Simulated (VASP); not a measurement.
# B (R-3m) in VASP: further runs

Runs on B. Level: LDA. Tasks: single point.

Everything below comes from runs of VASP 6.6.1. Logs are shortened: lines on timing, memory, paths and dates and some standing lists are left out, and cuts for length are marked.

## (1) The structure

The structure is trigonal, space group R-3m (No. 166). Conventional cell: a = 4.841 Å, b = 4.841 Å, c = 12.394 Å, α = 90.00°, β = 90.00°, γ = 120.00°. B (site symmetry m) has 6 B at 1.66 to 1.78 Å as nearest neighbours. B (site symmetry m) has 7 B at 1.76 to 1.98 Å as nearest neighbours.

## (2) Single point, LDA

INCAR reads:

```
SYSTEM = B
PREC     = Accurate       ! precision mode
ENCUT    = 520            ! plane-wave cutoff, eV
EDIFF    = 1E-7           ! SCF threshold, eV
ISMEAR   = -1             ! smearing method
SIGMA    = 0.05           ! smearing width, eV
LREAL    = .False.        ! projectors in reciprocal space
LASPH    = .True.         ! aspherical terms in the spheres
NELM     = 100            ! most SCF steps
ALGO     = Fast           ! electronic algorithm
ISIF     = 2              ! what is computed and relaxed
LWAVE    = .False.        ! write WAVECAR
LCHARG   = .True.         ! write CHGCAR
LELF     = .True.         ! ELF
LVHAR    = .True.       
NBANDS   = 30             ! bands
```

KPOINTS reads:

```
Automatic mesh
0
Gamma
  8 8 8
  0 0 0
```

POSCAR reads:

```
B
1.0
    2.4204509915      1.3974480315      4.1313930091
   -2.4204509915      1.3974480315      4.1313930091
    0.0000000000     -2.7948960630      4.1313930091
B
12
Direct
    0.0104702258      0.6543037450      0.0104702258
    0.0104702258      0.0104702258      0.6543037450
    0.6543037450      0.0104702258      0.0104702258
    0.9895297742      0.3456962550      0.9895297742
    0.3456962550      0.9895297742      0.9895297742
    0.9895297742      0.9895297742      0.3456962550
    0.2214787282      0.6299808859      0.2214787282
    0.2214787282      0.2214787282      0.6299808859
    0.6299808859      0.2214787282      0.2214787282
    0.7785212718      0.3700191141      0.7785212718
    0.3700191141      0.7785212718      0.7785212718
    0.7785212718      0.7785212718      0.3700191141
```

Potentials or basis: VASP PAW LDA potentials, release 64 (B).

Started as:

```console
cat potpaw_LDA.64/B/POTCAR > POTCAR
mpirun -np 1 vasp_std > vasp.out
```

OUTCAR:

```text
SYSTEM = B
   PREC = Accurate
   ENCUT = 520
   EDIFF = 1E-7
   ISMEAR = -1
   LREAL = .False.
   LASPH = .True.
   NELM = 100
   ISIF = 2

 ion  position               nearest neighbor table
   1  0.010  0.654  0.010-   4 1.66   2 1.72   3 1.72   7 1.77  11 1.78  12 1.78
   2  0.010  0.010  0.654-   6 1.66   3 1.72   1 1.72   8 1.77  10 1.78  11 1.78
   3  0.654  0.010  0.010-   5 1.66   2 1.72   1 1.72   9 1.77  10 1.78  12 1.78
   4  0.990  0.346  0.990-   1 1.66   6 1.72   5 1.72  10 1.77   9 1.78   8 1.78
   5  0.346  0.990  0.990-   3 1.66   6 1.72   4 1.72  11 1.77   7 1.78   8 1.78
   6  0.990  0.990  0.346-   2 1.66   4 1.72   5 1.72  12 1.77   9 1.78   7 1.78
   7  0.221  0.630  0.221-  11 1.76  12 1.76   1 1.77   5 1.78   6 1.78   8 1.98   9 1.98
   8  0.221  0.221  0.630-  10 1.76  11 1.76   2 1.77   4 1.78   5 1.78   7 1.98   9 1.98
   9  0.630  0.221  0.221-  10 1.76  12 1.76   3 1.77   4 1.78   6 1.78   8 1.98   7 1.98
  10  0.779  0.370  0.779-   9 1.76   8 1.76   4 1.77   3 1.78   2 1.78  12 1.98  11 1.98
  11  0.370  0.779  0.779-   7 1.76   8 1.76   5 1.77   1 1.78   2 1.78  12 1.98  10 1.98
  12  0.779  0.779  0.370-   7 1.76   9 1.76   6 1.77   3 1.78   1 1.78  10 1.98  11 1.98

  LATTYP: Found a trigonal (rhomboedric) cell.
 ALAT       =     4.9879707496
 COS(alpha) =     0.5290500156

  Lattice vectors:

 A1 = (   2.4204509915,   1.3974480315,   4.1313930091)
 A2 = (  -2.4204509915,   1.3974480315,   4.1313930091)
 A3 = (   0.0000000000,  -2.7948960630,   4.1313930091)

Analysis of symmetry for initial positions (statically):
=====================================================================
 Subroutine PRICEL returns:
 Original cell was already a primitive cell.

 Routine SETGRP: Setting up the symmetry group for a
 trigonal (rhombohedral) supercell.

 Subroutine GETGRP returns: Found 12 space group operations
 (whereof 12 operations were pure point group operations)
 out of a pool of 12 trial point group operations.

The static configuration has the point symmetry D_3d.

Analysis of symmetry for dynamics (positions and initial velocities):
=====================================================================
 Subroutine PRICEL returns:
 Original cell was already a primitive cell.

 Routine SETGRP: Setting up the symmetry group for a
 trigonal (rhombohedral) supercell.

 Subroutine GETGRP returns: Found 12 space group operations
 (whereof 12 operations were pure point group operations)
 out of a pool of 12 trial point group operations.

The dynamic configuration has the point symmetry D_3d.

 Subroutine INISYM returns: Found 12 space group operations
 (whereof 12 operations are pure point group operations),
 and found     1 'primitive' translations

----------------------------------------------------------------------------------------

                                     Primitive cell

  volume of cell :      83.8455

  direct lattice vectors                    reciprocal lattice vectors
     2.420450992  1.397448031  4.131393009     0.206573073  0.119265019  0.080683037
    -2.420450992  1.397448031  4.131393009    -0.206573073  0.119265019  0.080683037
     0.000000000 -2.794896063  4.131393009     0.000000000 -0.238530039  0.080683037

  length of vectors
     4.987970750  4.987970750  4.987970750     0.251806139  0.251806139  0.251806139

  position of ions in fractional coordinates (direct lattice)
     0.010470226  0.654303745  0.010470226
     0.010470226  0.010470226  0.654303745
     0.654303745  0.010470226  0.010470226
     0.989529774  0.345696255  0.989529774
     0.345696255  0.989529774  0.989529774
     0.989529774  0.989529774  0.345696255
     0.221478728  0.629980886  0.221478728
     0.221478728  0.221478728  0.629980886
     0.629980886  0.221478728  0.221478728
     0.778521272  0.370019114  0.778521272
     0.370019114  0.778521272  0.778521272
     0.778521272  0.778521272  0.370019114

  ion indices of the primitive-cell ions
   primitive index   ion index
                 1           1
                 2           2
                 3           3
                 4           4
                 5           5
                 6           6
                 7           7
                 8           8
                 9           9
                10          10
                11          11
                12          12

----------------------------------------------------------------------------------------

 KPOINTS: Automatic mesh

Automatic generation of k-mesh.
 Grid dimensions read from file:
 generate k-points for:    8    8    8

 Generating k-lattice:

  Cartesian coordinates                     Fractional coordinates (reciprocal lattice)
     0.025821634  0.014908127  0.010085380     0.125000000 -0.000000000  0.000000000
    -0.025821634  0.014908127  0.010085380    -0.000000000  0.125000000  0.000000000
     0.000000000 -0.029816255  0.010085380     0.000000000  0.000000000  0.125000000

  Length of vectors
     0.031475767  0.031475767  0.031475767

  Shift w.r.t. Gamma in fractional coordinates (k-lattice)
     0.000000000  0.000000000  0.000000000

 Subroutine IBZKPT returns following result:
 ===========================================

 Found     65 irreducible k-points:

 Following reciprocal coordinates:
            Coordinates               Weight
  0.000000  0.000000  0.000000      1.000000
  0.125000 -0.000000  0.000000      6.000000
  0.250000 -0.000000  0.000000      6.000000
  0.375000 -0.000000 -0.000000      6.000000
  0.500000 -0.000000  0.000000      3.000000
  0.125000  0.125000  0.000000      6.000000
[... 16 lines left out ...]
  0.250000  0.125000  0.125000      6.000000
  0.375000  0.125000  0.125000      6.000000
 [... further k-points ...]
   k-points           NKPTS =     65   k-points in BZ     NKDIM =     65   number of bands    NBANDS=     30
   number of dos      NEDOS =    301   number of ions     NIONS =     12
   total plane-waves  NPLWV =  64000
   dimension x,y,z NGX =    40 NGY =   40 NGZ =   40
   dimension x,y,z NGXF=    80 NGYF=   80 NGZF=   80
   ions per type =              12
   NGX,Y,Z   is equivalent  to a cutoff of  13.33, 13.33, 13.33 a.u.
   NGXF,Y,Z  is equivalent  to a cutoff of  26.66, 26.66, 26.66 a.u.
 SYSTEM =  B
   PREC   = accura    normal or accurate (medium, high low for compatibility)
   ISTART =      0    job   : 0-new  1-cont  2-samecut
   ICHARG =      2    charge: 1-file 2-atom 10-const
   ISPIN  =      1    spin polarized calculation?
   LNONCOLLINEAR =      F non collinear calculations
   LSORBIT =      F    spin-orbit coupling
   LASPH  =      T    aspherical Exc in radial PAW
   ENCUT  =  520.0 eV  38.22 Ry    6.18 a.u.   9.27  9.27  9.27*2*pi/ulx,y,z
   NELM   =    100;   NELMIN=  2; NELMDL= -5     # of ELM steps
   EDIFF  = 0.1E-06   stopping-criterion for ELM
   LREAL  =      F    real-space projection
   EDIFFG = 0.1E-05   stopping-criterion for IOM
   NSW    =      0    number of steps for IOM
   IBRION =     -1    ionic relax: 0-MD 1-quasi-New 2-CG
   NFREE  =      0    steps in history (QN), initial steepest desc. (CG)
   ISIF   =      2    stress and relaxation
   ISYM   =      2    0-nonsym 1-usesym 2-fastsym
   POTIM  = 0.5000    time-step for ionic-motion
   TEBEG  =    0.0;   TEEND  =   0.0 temperature during run
   PSTRESS=    0.0 pullay stress
   NELECT =      36.0000    total number of electrons
   NUPDOWN=      -1.0000    fix difference up-down
   EMIN   =  10.00;   EMAX   =-10.00  energy-range for DOS
   EFERMI =   0.00;   METHOD = LEGACY
   ISMEAR =    -1;   SIGMA  =   0.05  broadening in eV -4-tet -1-fermi 0-gaus
   EFERMI_NEDOS =   21; number of points for ismear=-14 and -15
   IALGO  =     68    algorithm
   IMIX   =      4    mixing-type and parameters
     AMIX     =   0.40;   BMIX     =  1.00
     AMIX_MAG =   1.60;   BMIX_MAG =  1.00
  volume/ion in A,a.u.               =       6.99        47.15
  Fermi-wavevector in a.u.,A,eV,Ry     =   1.235044  2.333895 20.753424  1.525334
  Thomas-Fermi vector in A             =   2.369709
   LORBIT       =      0    0 simple, 1 ext, 2 COOP (PROOUT), +10 PAW based schemes
   GGA     = CA    functional components
   LHFCALC =     F    Hartree Fock is set to
   AEXX    =    0.0000 exact exchange contribution
   IVDW    =     0    specifies the selected vdW correction
   LEPSILON=     F    determine dielectric tensor
   LRPA    =     F    only Hartree local field effects (RPA)
 non-spin polarized calculation
 RMM-DIIS sequential band-by-band and
  energy-cutoff  :      520.00
  volume of cell :       83.85
 maximum number of plane-waves:      2278
 NGX is ok and might be reduce to    40
   NGX = 19   NGY = 19   NGZ = 19

 number of electron      36.0000000 magnetization

 Free energy of the ion-electron system (eV)
  ---------------------------------------------------
  ext. energy  EPLUGINS =         0.00000000
  ---------------------------------------------------
  free energy    TOTEN  =       -89.60984769 eV

  energy without entropy =      -89.60984767  energy(sigma->0) =      -89.60984768

 E-fermi :   7.0018     XC(G=0): -11.8376

 val. band max:        6.3364939749   @ k =   0.5000   0.5000   0.5000
 cond. band min:       7.7081682791   @ k =   0.0000   0.0000   0.0000
 fundamental gap:      1.3716743042
 Fermi energy:         7.0017699895

 k-point     1 :       0.0000    0.0000    0.0000
  band No.  band energies     occupation
      1     -10.0008      2.00000
      2      -4.1339      2.00000
      3      -3.8798      2.00000
      4      -3.8798      2.00000
      5      -2.9851      2.00000
      6      -2.2585      2.00000
[... 22 lines left out ...]
     29      16.2885      0.00000
     30      16.8441      0.00000
[... 728 lines left out ...]
  band No.  band energies     occupation
      1      -9.5275      2.00000
      2      -5.9825      2.00000
      3      -4.8906      2.00000
      4      -4.2792      2.00000
      5      -2.9881      2.00000
      6      -1.7681      2.00000
[... 22 lines left out ...]
     29      15.7600      0.00000
     30      15.8476      0.00000

 [... further k-points ...]

------------------------ aborting loop because EDIFF is reached ----------------------------------------

  FORCE on cell =-STRESS in cart. coord.  units (eV):
  Direction    XX          YY          ZZ          XY          YZ          ZX
  --------------------------------------------------------------------------------------
  -------------------------------------------------------------------------------------
  Total        0.1815588      0.1815588      0.1512696      0.0000000     -0.0000000      0.0000000
  in kB        3.4693509      3.4693509      2.8905630      0.0000000     -0.0000000      0.0000000
  external PRESSURE =       3.2764216 kB  Pullay stress =       0.0000000 kB

 VOLUME and BASIS-vectors are now :
 -----------------------------------------------------------------------------
  energy-cutoff  :      520.00
  volume of cell :       83.85
      direct lattice vectors                 reciprocal lattice vectors
     2.420450992  1.397448031  4.131393009     0.206573073  0.119265019  0.080683037
    -2.420450992  1.397448031  4.131393009    -0.206573073  0.119265019  0.080683037
     0.000000000 -2.794896063  4.131393009     0.000000000 -0.238530039  0.080683037

 POSITION                                       TOTAL-FORCE (eV/Angst)
 -----------------------------------------------------------------------------------
     -1.55837      0.89972      2.78970         0.011364     -0.006561     -0.009321
      0.00000     -1.79945      2.78970        -0.000000      0.013122     -0.009321
      1.55837      0.89972      2.78970        -0.011364     -0.006561     -0.009321
      1.55837     -0.89972      9.60448        -0.011364      0.006561      0.009321
     -1.55837     -0.89972      9.60448         0.011364      0.006561      0.009321
      0.00000      1.79945      9.60448        -0.000000     -0.013122      0.009321
     -0.98876      0.57086      4.43273         0.012243     -0.007069      0.005572
      0.00000     -1.14172      4.43273        -0.000000      0.014137      0.005572
      0.98876      0.57086      4.43273        -0.012243     -0.007069      0.005572
      0.98876     -0.57086      7.96145        -0.012243      0.007069     -0.005572
     -0.98876     -0.57086      7.96145         0.012243      0.007069     -0.005572
      0.00000      1.14172      7.96145        -0.000000     -0.014137     -0.005572
 -----------------------------------------------------------------------------------
    total drift:                               -0.000000      0.000000     -0.000000

  FREE ENERGIE OF THE ION-ELECTRON SYSTEM (eV)
  ---------------------------------------------------
  free  energy   TOTEN  =       -89.6098476858 eV

  energy  without entropy=      -89.6098476687  energy(sigma->0) =      -89.60984768
```

Run time: 1.7 min. Hardware: 1 thread of Intel Xeon 6975P-C (Granite Rapids), shared host; peak memory 0.25 GiB.

What came out:

* Free energy: -89.6098 eV
* Pressure: 0.3 GPa
* Largest force: 0.016 eV/Å
* Band gap on the k mesh: 1.37 eV, indirect (least direct gap 1.72 eV)

Forces in eV/Å, atoms in the order of the input:
```
B    0.011 -0.007 -0.009
B    0.000  0.013 -0.009
B   -0.011 -0.007 -0.009
B   -0.011  0.007  0.009
B    0.011  0.007  0.009
B    0.000 -0.013  0.009
B    0.012 -0.007  0.006
B    0.000  0.014  0.006
B   -0.012 -0.007  0.006
B   -0.012  0.007 -0.006
B    0.012  0.007 -0.006
B    0.000 -0.014 -0.006
```

Levels at points of the mesh, in eV from the valence-band top:
| k point | band 15 | band 16 | band 17 | band 18 | band 19 | band 20 | band 21 | band 22 |
| --- | --- | --- | --- | --- | --- | --- | --- | --- |
| (0.00, 0.00, 0.00) | -1.46 | -0.79 | -0.79 | -0.36 | 1.37 | 4.66 | 4.66 | 4.78 |
| (0.50, 0.00, 0.00) | -2.78 | -1.94 | -1.75 | -0.52 | 1.95 | 3.39 | 3.65 | 5.07 |
| (0.50, 0.50, 0.00) | -3.04 | -2.57 | -2.18 | -1.89 | 1.50 | 2.70 | 2.98 | 3.59 |
| (0.50, 0.50, 0.50) | -3.09 | -1.95 | -1.95 | 0.00 | 2.61 | 2.84 | 2.84 | 5.10 |

A k mesh can miss the band edges. Expect the measured gap to be larger: semilocal functionals such as LDA lack the derivative discontinuity.

## (3) Single point, LDA

INCAR reads:

```
PREC = Accurate
ENCUT = 520
EDIFF = 1E-7
ISMEAR = -1
SIGMA = 0.05
LREAL = F
LASPH = T
NELM = 100
ALGO = Fast
ISIF = 2
LWAVE = F
LCHARG = F
NBANDS = 30
```

KPOINTS reads:

```
Automatic mesh
0
Gamma
  8 8 8
```

POSCAR is that of step 2.

Potentials or basis: VASP PAW LDA potentials, release 64 (B).

Started as:

```console
cat potpaw_LDA.64/B/POTCAR > POTCAR
mpirun -np 1 vasp_std > vasp.out
```

Run time: 88 s. Hardware: 1 thread of Intel Xeon 6975P-C (Granite Rapids), shared host; peak memory 0.25 GiB.

Results (log left out):

```yaml
Free_energy: -89.6098 eV
Pressure: 0.3 GPa
Largest_force: 0.016 eV/Å
Band_gap_on_the_k_mesh: 1.37 eV, indirect (least direct gap 1.72 eV)
```

Forces in eV/Å, atoms in the order of the input:
```
B    0.011 -0.007 -0.009
B    0.000  0.013 -0.009
B   -0.011 -0.007 -0.009
B   -0.011  0.007  0.009
B    0.011  0.007  0.009
B    0.000 -0.013  0.009
B    0.012 -0.007  0.006
B    0.000  0.014  0.006
B   -0.012 -0.007  0.006
B   -0.012  0.007 -0.006
B    0.012  0.007 -0.006
B    0.000 -0.014 -0.006
```

Levels at points of the mesh, in eV from the valence-band top:
| k point | band 15 | band 16 | band 17 | band 18 | band 19 | band 20 | band 21 | band 22 |
| --- | --- | --- | --- | --- | --- | --- | --- | --- |
| (0.00, 0.00, 0.00) | -1.46 | -0.79 | -0.79 | -0.36 | 1.37 | 4.66 | 4.66 | 4.78 |
| (0.50, 0.00, 0.00) | -2.78 | -1.94 | -1.75 | -0.52 | 1.95 | 3.39 | 3.65 | 5.07 |
| (0.50, 0.50, 0.00) | -3.04 | -2.57 | -2.18 | -1.89 | 1.50 | 2.70 | 2.98 | 3.59 |
| (0.50, 0.50, 0.50) | -3.09 | -1.95 | -1.95 | 0.00 | 2.61 | 2.84 | 2.84 | 5.10 |

A k mesh can miss the band edges.
